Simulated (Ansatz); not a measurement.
# TiO: debugging inputs

This session on TiO sets out to alter the input in ways that users do by mistake, and trace each outcome to its cause.

Method: DFT r2SCAN, scalar-relativistic, plane waves, PAW for the base; runs at other levels say so in their headings and inputs, in Ansatz 0.2.0.

2 further runs of the same task are left out: 1 for a broken database entry, 1 set aside as unsound or not needed. Runs told in other sessions of the task aren't counted.

**1. The starting structure**

The structure is hexagonal, space group P-6m2 (No. 187). The conventional cell has a = 3.031 Å, b = 3.031 Å, c = 3.238 Å, α = 90.00°, β = 90.00°, γ = 120.00°. Ti (site symmetry -6m2) has 6 O at 2.38 Å in its first shell of neighbours. O (site symmetry -6m2) is surrounded by 6 Ti at 2.38 Å.

Structure file:

```
CELL_PARAMETERS angstrom
3.03100 0.00000 0.00000
-1.51550 2.62492 0.00000
0.00000 0.00000 3.23770
ATOMIC_POSITIONS crystal
Ti 0.66667 0.33333 0.00000
O 0.00000 0.00000 0.50000
```

Source of the structure: the Crystallography Open Database. It is taken as it stands there.

**2. The base run, which the others are set against**

input.yaml

```yaml
crystal:
  lattice:
    - [3.0309987015, 0.0, 0.0]
    - [-1.5154993507, 2.6249218743, 0.0]
    - [0.0, 0.0, 3.2377]
  atoms:
    - { symbol: Ti, position: [0.6666666667, 0.3333333333, 0.0] }
    - { symbol: O, position: [0.0, 0.0, 0.5] }
basis:
  ecutwfc: 500
kpoints:
  mp_grid: { grid: [12, 12, 12] }
hamiltonian:
  xc: r2scan
scf:
  occupations: { method: gaussian, width: 0.01 }
output:
  forces: true
  stress: true
  eigenvalues: true
  populations: true
```

Its results, from an earlier run: -1537.3326 eV/atom at zero smearing, pressure -39.62 GPa, largest force 0.000 eV/Å, gap on the mesh 0.17 eV, in 8 SCF cycles and 8.6 s.

The trials below also drop the population analysis, and some take a cap on SCF cycles, a coarser mesh or a wider smearing so that they end quickly.

**3. Trial 1: an altered input**

input.yaml

```yaml
crystal:
  lattice:
    - [3.0309987015, 0.0, 0.0]
    - [-1.5154993507, 2.6249218743, 0.0]
    - [0.0, 0.0, 3.2377]
  atoms:
    - { symbol: Ti, position: [0.0, 0.0, 0.5] }
    - { symbol: O, position: [0.6666666667, 0.3333333333, 0.0] }
basis:
  ecutwfc: 500
kpoints:
  mp_grid: { grid: [12, 12, 12] }
hamiltonian:
  xc: r2scan
scf:
  occupations: { method: gaussian, width: 0.1 }
  max_iter: 60
output:
  forces: true
  stress: true
  eigenvalues: true
```

Launch:

```console
> ansatz run input.yaml --threads 1 --pin off --max-ram 2560MiB --backend cpu --events-out ev --progress --plain --runs-dir out
```

Log (excerpt; [...] marks lines left out):

```text
Warning: RAYON_NUM_THREADS=1 ignored (pool sized by the plan → 1); use --threads N
[...]
Pseudopotentials: kind: paw
Pseudopotential: Ti, paw, valence charge 12, recommended cutoff 500 eV (meta_gga), Ti.paw.azcp
Pseudopotential: O, paw, valence charge 6, recommended cutoff 500 eV (meta_gga), O.paw.azcp
Functional definition: r2SCAN
[...]
Crystal: 2 atoms, lattice volume = 25.760 Å³
Basis set: ecut = 500 eV, 647 PW (Γ), exchange–correlation on 96×96×96 points (64 copies of the dense FFT grid, shifted against one another)
Bands: 13, of which v1, the nominal top of the filled ones, is band 9 counted from 1 (8 counted from 0)
Symmetry: 12 space group operations
Space group: P-6m2 (ITA 187), of the structure as read, at distance tolerance 3.0e-5 Å
k-points: 133 of 1728 (time reversal used)
[...]
SCF iter   1: F=—  HF=-3074.618517 eV  |F-HF|=—  |Δ(HF+E_count)|=         —  Δρ=2.57e-2  dr2=2.00e-1  dr2_τ=6.57e-2  ethr=1.77e-3  ⟨swp⟩=4.4  Hψ=8413  notcnv=0
[...]
SCF iter   8: F=-3074.665317 eV  HF=-3074.665317 eV  |F-HF|=3.09e-8  |Δ(HF+E_count)|=   3.73e-7  Δρ=1.12e-5  dr2=4.11e-8  dr2_τ=5.28e-10  ethr=5.56e-10  ⟨swp⟩=3.1  Hψ=6149  notcnv=0
[...]
SCF converged after 8 iterations
Free energy (F): -3074.665317 eV
[...]
E sigma→0 (E₀):  -3074.665279 eV
Entropy (-TS):   -0.000075 eV (-0.038 meV/atom)
Fermi energy:    11.813419 eV
[...]
--- Forces (eV/Å), atoms counted from 1 ---
  atom   1  Ti     0.00000000    -0.00000000     0.00000000
  atom   2  O      0.00000000     0.00000000     0.00000000
[...]
--- Stress (GPa, compression-positive) ---
      -32.526543       0.000000       0.000000
        0.000000     -32.526543       0.000000
        0.000000       0.000000     -53.793339
  P = ⅓ Tr σ = -39.6155 GPa (-396.155 kbar)
--- Band table (eV; the first three rows and the last of 133) ---
  k-point 0: bands = ["-48.6566", "-23.8549", "-23.5806", "-23.5806", "-9.0584", "7.1047", "7.7457", "7.7457", "9.3307", "12.7308", "12.8402", "12.8402", "13.5196"]
[...]
```

Run time: 6.1 s. Hardware: 1 thread of Intel Xeon Platinum 8488C (Sapphire Rapids), shared host; peak memory 0.45 GiB.

Here the alteration, two atoms' positions swapped, leaves energy and pressure where they were (within 1 meV/atom and 0.3 GPa).

**4. Trial 2**

Edit input.yaml of step 2 so:

```diff
@@ -8,2 +8,3 @@
     - { symbol: O, position: [0.0, 0.0, 0.5] }
+total_charge: 1
 basis:
@@ -15,3 +16,3 @@
 scf:
-  occupations: { method: gaussian, width: 0.01 }
+  occupations: { method: fixed }
 output:
@@ -20,2 +21 @@
   eigenvalues: true
-  populations: true
```

Launch:

```console
> ansatz run input.yaml --threads 1 --pin off --max-ram 2560MiB --backend cpu --events-out ev --progress --plain --runs-dir out
```

Log:

```text
Error: inconsistent input (scf.occupations.method, magnetization): a σ = 0 step fill (method: fixed, or a smearing width below the step floor) cannot realise an odd electron count (17) without a locked total moment — the per-k integer fill puts the same N_el/2 bands in each spin channel; set magnetization.spin_polarized: true with magnetization.spin_locking.lock_magnetization: hard and an odd magnetization.initial_magnetization (the unpaired electron then fills one channel), or use a smearing method with a finite width, such as fermi_dirac
```

It took 0.16 s on 1 thread of Intel Xeon Platinum 8488C (Sapphire Rapids), shared host; peak memory 0.092 GiB.

What went wrong: The input was turned down. The fault is a charge on a gapped cell under fixed occupations. An odd number of electrons can't fill whole bands in two equal spin channels. The cure is a smearing, or a spin lock.

**5. Trial 2, mended**

Edit input.yaml of step 4 so:

```diff
@@ -16,3 +16,3 @@
 scf:
-  occupations: { method: fixed }
+  occupations: { method: gaussian, width: 0.05 }
 output:
```

Launch:

```console
> ansatz run input.yaml --threads 1 --pin off --max-ram 2560MiB --backend cpu --events-out ev --progress --plain --runs-dir out
```

Log (excerpt; [...] marks lines left out):

```text
Warning: RAYON_NUM_THREADS=1 ignored (pool sized by the plan → 1); use --threads N
[...]
Pseudopotentials: kind: paw
Pseudopotential: Ti, paw, valence charge 12, recommended cutoff 500 eV (meta_gga), Ti.paw.azcp
Pseudopotential: O, paw, valence charge 6, recommended cutoff 500 eV (meta_gga), O.paw.azcp
Functional definition: r2SCAN
[...]
Crystal: 2 atoms, lattice volume = 25.760 Å³
Basis set: ecut = 500 eV, 647 PW (Γ), exchange–correlation on 96×96×96 points (64 copies of the dense FFT grid, shifted against one another)
Bands: 13, of which v1, the nominal top of the filled ones, is band 9 counted from 1 (8 counted from 0)
Symmetry: 12 space group operations
Space group: P-6m2 (ITA 187), of the structure as read, at distance tolerance 3.0e-5 Å
k-points: 133 of 1728 (time reversal used)
[...]
SCF iter   1: F=—  HF=-3086.058867 eV  |F-HF|=—  |Δ(HF+E_count)|=         —  Δρ=1.14e-1  dr2=3.03e0  dr2_τ=1.36e-1  ethr=1.77e-3  ⟨swp⟩=4.6  Hψ=8024  notcnv=0
[...]
SCF iter   9: F=-3085.444215 eV  HF=-3085.444215 eV  |F-HF|=1.07e-9  |Δ(HF+E_count)|=   1.59e-8  Δρ=2.28e-6  dr2=1.71e-9  dr2_τ=3.80e-11  ethr=5.88e-10  ⟨swp⟩=3.8  Hψ=4833  notcnv=0
[...]
SCF converged after 9 iterations
Free energy (F): -3085.444215 eV
[...]
E sigma→0 (E₀):  -3085.441166 eV
Entropy (-TS):   -0.006097 eV (-3.049 meV/atom)
Fermi energy:    10.341548 eV
[...]
--- Forces (eV/Å), atoms counted from 1 ---
  atom   1  Ti    -0.00000000    -0.00000000     0.00000000
  atom   2  O      0.00000000    -0.00000000     0.00000000
[...]
--- Stress (GPa, compression-positive) ---
        5.250338       0.000000       0.000000
       -0.000000       5.250338       0.000000
        0.000000       0.000000     -57.766734
  P = ⅓ Tr σ = -15.7554 GPa (-157.554 kbar)
--- Band table (eV; the first three rows and the last of 133) ---
  k-point 0: bands = ["-50.1459", "-25.0958", "-25.0958", "-25.0165", "-8.5608", "7.4631", "8.0324", "8.0324", "9.1934", "12.0178", "12.0178", "12.4746", "12.4746"]
[...]
```

Run time: 7 s. Hardware: 1 thread of Intel Xeon Platinum 8488C (Sapphire Rapids), shared host; peak memory 0.46 GiB.

Result: -1542.7206 eV/atom at zero smearing, pressure -15.76 GPa and no gap on the mesh.

**6. Trial 3: an altered input**

Edit input.yaml of step 2 so:

```diff
@@ -13,3 +13,3 @@
 hamiltonian:
-  xc: r2scan
+  xc: gga
 scf:
@@ -20,2 +20 @@
   eigenvalues: true
-  populations: true
```

Launch:

```console
> ansatz run input.yaml --threads 1 --pin off --max-ram 2560MiB --backend cpu --events-out ev --progress --plain --runs-dir out
```

Log:

```text
Error: YAML parse error: error: line 14 column 7: hamiltonian.xc: unknown variant `gga`, expected one of `lda`, `lda-pw`, `pw92`, `pbe`, `pbesol`, `rpbe`, `revpbe`, `blyp`, `pbe0`, `revpbe0`, `b3lyp`, `b3lyp5`, `hse06`, `wpbeh`, `hiss`, `lc_wpbe`, `cam_b3lyp`, `hf`, `r2scan`, `r2scanh`, `r2scan0`, `r2scan50`, `mr2scan`
  --> <input>:14:7
   |
12 |   mp_grid: { grid: [12, 12, 12] }
13 | hamiltonian:
14 |   xc: gga
   |       ^ hamiltonian.xc: unknown variant `gga`, expected one of `lda`, `lda-pw`, `pw92`, `pbe`, `pbesol`, `rpbe`, `revpbe`, `blyp`, `pbe0`, `revpbe0`, `b3lyp`, `b3lyp5`, `hse06`, `wpbeh`, `hiss`, `lc_wpbe`, `cam_b3lyp`, `hf`, `r2scan`, `r2scanh`, `r2scan0`, `r2scan50`, `mr2scan`
15 | scf:
16 |   occupations: { method: gaussian, width: 0.01 }
   |
```

Run time: 0.03 s. Hardware: 1 thread of Intel Xeon Platinum 8488C (Sapphire Rapids), shared host; peak memory 0.027 GiB.

What went wrong: The program refused the input before any cycle. The fault is a functional's name that the program doesn't know. The name isn't in the program's list. Remedy: a listed name.

**7. Trial 4: the input is changed**

Edit input.yaml of step 2 so:

```diff
@@ -9,3 +9,3 @@
 basis:
-  ecutwfc: 500
+  ecutwfc: 110
 kpoints:
@@ -16,2 +16,3 @@
   occupations: { method: gaussian, width: 0.01 }
+  max_iter: 63
 output:
@@ -20,2 +21 @@
   eigenvalues: true
-  populations: true
```

Launch:

```console
> ansatz run input.yaml --threads 1 --pin off --max-ram 2560MiB --backend cpu --events-out ev --progress --plain --runs-dir out
```

Log (excerpt; [...] marks lines left out):

```text
Warning: basis.ecutwfc = 110 eV is below the records' recommended 500 eV, and the density's cutoff is lower with it unless basis.ecutrho_ratio is high enough to keep the records' density cutoff: compare with a run at a higher cutoff
Warning: RAYON_NUM_THREADS=1 ignored (pool sized by the plan → 1); use --threads N
[...]
Pseudopotentials: kind: paw
Pseudopotential: Ti, paw, valence charge 12, recommended cutoff 500 eV (meta_gga), Ti.paw.azcp
Pseudopotential: O, paw, valence charge 6, recommended cutoff 500 eV (meta_gga), O.paw.azcp
Functional definition: r2SCAN
[...]
Crystal: 2 atoms, lattice volume = 25.760 Å³
Basis set: ecut = 110 eV, 71 PW (Γ), exchange–correlation on 48×48×48 points (64 copies of the dense FFT grid, shifted against one another)
Bands: 13, of which v1, the nominal top of the filled ones, is band 9 counted from 1 (8 counted from 0)
Symmetry: 12 space group operations
Space group: P-6m2 (ITA 187), of the structure as read, at distance tolerance 3.0e-5 Å
k-points: 133 of 1728 (time reversal used)
[...]
SCF iter   1: F=—  HF=-2993.822014 eV  |F-HF|=—  |Δ(HF+E_count)|=         —  Δρ=5.38e-1  dr2=4.54e1  dr2_τ=5.33e0  ethr=1.77e-3  ⟨swp⟩=4.3  Hψ=7515  notcnv=0
[...]
SCF iter   8: F=-2967.376157 eV  HF=-2967.376157 eV  |F-HF|=8.79e-9  |Δ(HF+E_count)|=   1.01e-7  Δρ=7.74e-6  dr2=1.52e-8  dr2_τ=9.70e-10  ethr=5.56e-10  ⟨swp⟩=4.7  Hψ=6616  notcnv=0
[...]
SCF converged after 8 iterations
Free energy (F): -2967.376157 eV
[...]
E sigma→0 (E₀):  -2967.376137 eV
Entropy (-TS):   -0.000040 eV (-0.020 meV/atom)
Fermi energy:    14.425348 eV
[...]
--- Forces (eV/Å), atoms counted from 1 ---
  atom   1  Ti     0.00000000    -0.00000000     0.00000000
  atom   2  O      0.00000000    -0.00000000     0.00000000
[...]
--- Stress (GPa, compression-positive) ---
       12.594414      -0.000000       0.000000
       -0.000000      12.594414       0.000000
        0.000000       0.000000      96.857961
  P = ⅓ Tr σ = 40.6823 GPa (406.823 kbar)
--- Band table (eV; the first three rows and the last of 133) ---
  k-point 0: bands = ["-62.6562", "-28.5609", "-28.5609", "-26.7829", "-15.5839", "8.2936", "8.2936", "10.2122", "10.2413", "14.0054", "15.5560", "15.5560", "17.9535"]
[...]
```

Run time: 1.9 s. Hardware: 1 thread of Intel Xeon Platinum 8488C (Sapphire Rapids), shared host; peak memory 0.31 GiB.

What went wrong: The run finishes without an error. The fault is a cutoff far under the potentials' need. The plane waves can't represent the pseudo-wavefunctions. It gives an energy at zero smearing 53.64 eV per atom above the sound run's, a pressure of 40.7 GPa against -39.6 and no gap against 0.17 eV. Remedy: the recommended cutoff.

**8. Trial 5**

Edit input.yaml of step 2 so:

```diff
@@ -9,3 +9,3 @@
 basis:
-  ecutwfc: 500
+  ecutwfc: 50
 kpoints:
@@ -16,2 +16,3 @@
   occupations: { method: gaussian, width: 0.01 }
+  max_iter: 91
 output:
@@ -20,2 +21 @@
   eigenvalues: true
-  populations: true
```

Launch:

```console
> ansatz run input.yaml --threads 1 --pin off --max-ram 2560MiB --backend cpu --events-out ev --progress --plain --runs-dir out
```

Log (excerpt; [...] marks lines left out):

```text
Warning: basis.ecutwfc = 50 eV is below the records' recommended 500 eV, and the density's cutoff is lower with it unless basis.ecutrho_ratio is high enough to keep the records' density cutoff: compare with a run at a higher cutoff
Warning: RAYON_NUM_THREADS=1 ignored (pool sized by the plan → 1); use --threads N
[...]
Pseudopotentials: kind: paw
Pseudopotential: Ti, paw, valence charge 12, recommended cutoff 500 eV (meta_gga), Ti.paw.azcp
Pseudopotential: O, paw, valence charge 6, recommended cutoff 500 eV (meta_gga), O.paw.azcp
Functional definition: r2SCAN
[...]
Crystal: 2 atoms, lattice volume = 25.760 Å³
Basis set: ecut = 50 eV, 21 PW (Γ), exchange–correlation on 32×32×32 points (64 copies of the dense FFT grid, shifted against one another)
Bands: 13, of which v1, the nominal top of the filled ones, is band 9 counted from 1 (8 counted from 0)
Symmetry: 12 space group operations
Space group: P-6m2 (ITA 187), of the structure as read, at distance tolerance 3.0e-5 Å
k-points: 133 of 1728 (time reversal used)
[...]
SCF iter   1: F=—  HF=-2841.294991 eV  |F-HF|=—  |Δ(HF+E_count)|=         —  Δρ=1.01e0  dr2=2.08e2  dr2_τ=1.51e1  ethr=1.77e-3  ⟨swp⟩=1.0  Hψ=2728  notcnv=0
[...]
SCF iter   9: F=-2680.038433 eV  HF=-2680.038433 eV  |F-HF|=2.61e-8  |Δ(HF+E_count)|=   6.00e-7  Δρ=1.47e-5  dr2=6.88e-8  dr2_τ=6.24e-10  ethr=5.56e-10  ⟨swp⟩=2.9  Hψ=6217  notcnv=0
[...]
SCF converged after 9 iterations
Free energy (F): -2680.038433 eV
[...]
E sigma→0 (E₀):  -2680.038391 eV
Entropy (-TS):   -0.000084 eV (-0.042 meV/atom)
Fermi energy:    22.405269 eV
[...]
--- Forces (eV/Å), atoms counted from 1 ---
  atom   1  Ti     0.00000000    -0.00000000     0.00000000
  atom   2  O      0.00000000    -0.00000000     0.00000000
[...]
--- Stress (GPa, compression-positive) ---
    -1918.684867       0.000000       0.000000
        0.000000   -1918.684867       0.000000
        0.000000       0.000000   -1866.636307
  P = ⅓ Tr σ = -1901.3353 GPa (-19013.353 kbar)
--- Band table (eV; the first three rows and the last of 133) ---
  k-point 0: bands = ["-85.5356", "-15.4840", "-15.4840", "-15.3191", "-13.9685", "16.4619", "16.8636", "18.0063", "18.0063", "21.2826", "25.5752", "25.5752", "26.7780"]
[...]
```

It took 1.3 s on 1 thread of Intel Xeon Platinum 8488C (Sapphire Rapids), shared host; peak memory 0.29 GiB.

**Diagnosis.** The run ends without an error, yet its numbers are not those of the crystal and state that were meant. The fault is a cutoff meant in rydberg typed as eV. A bare number is read in eV; 1 Ry is 13.606 eV. It gives an energy at zero smearing 197 eV per atom above the sound run's, a pressure of -1901.3 GPa against -39.6 and no gap against 0.17 eV. The cure is a cutoff in eV, here the recommended one.

**9. Trial 6**

Edit input.yaml of step 2 so:

```diff
@@ -14,2 +14,3 @@
   xc: r2scan
+  hubbard: { sites: [{ species: Fe, l: d, u_eff: 4.0 }] }
 scf:
@@ -20,2 +21 @@
   eigenvalues: true
-  populations: true
```

Launch:

```console
> ansatz run input.yaml --threads 1 --pin off --max-ram 2560MiB --backend cpu --events-out ev --progress --plain --runs-dir out
```

Log:

```text
Error: inconsistent input (hamiltonian.hubbard.sites[].species, crystal.atoms): hamiltonian.hubbard: Fe is not a species of this cell
```

It took 0.19 s on 1 thread of Intel Xeon Platinum 8488C (Sapphire Rapids), shared host; peak memory 0.093 GiB.

**Diagnosis.** The input was turned down. The fault is a Hubbard U on a species that isn't in the cell. The entry names no atom of the cell. Remedy: the entry removed.

**10. What came out**

```
quantity                                                             value
 trial 1             two atoms' positions swapped: converged, no harm here
 trial 2        a charge on a gapped cell under fixed occupations: refused
 trial 3        a functional's name that the program doesn't know: refused
 trial 4  a cutoff far under the potentials' need: converged, wrong result
 trial 5    a cutoff meant in rydberg typed as eV: converged, wrong result
 trial 6          a Hubbard U on a species that isn't in the cell: refused
```

What this shows: The listed cell is far from this method's equilibrium (-39.6 GPa, forces up to 0.00 eV/Å), so its values are not those of the relaxed crystal. Of the 6 altered inputs in this session: 3 refused, 2 finished with a wrong result and 1 finished with little harm. Those that finish are the dangerous kind: their numbers look like results, and only the log's warnings or a comparison with a sound run give them away. The settings are coarse, so take the values as rough. The final runs have no spin polarisation, so a magnetic state may lie lower.

In a charged cell the pressure and stress hold a term of the neutralising background, so they aren't those of the solid.
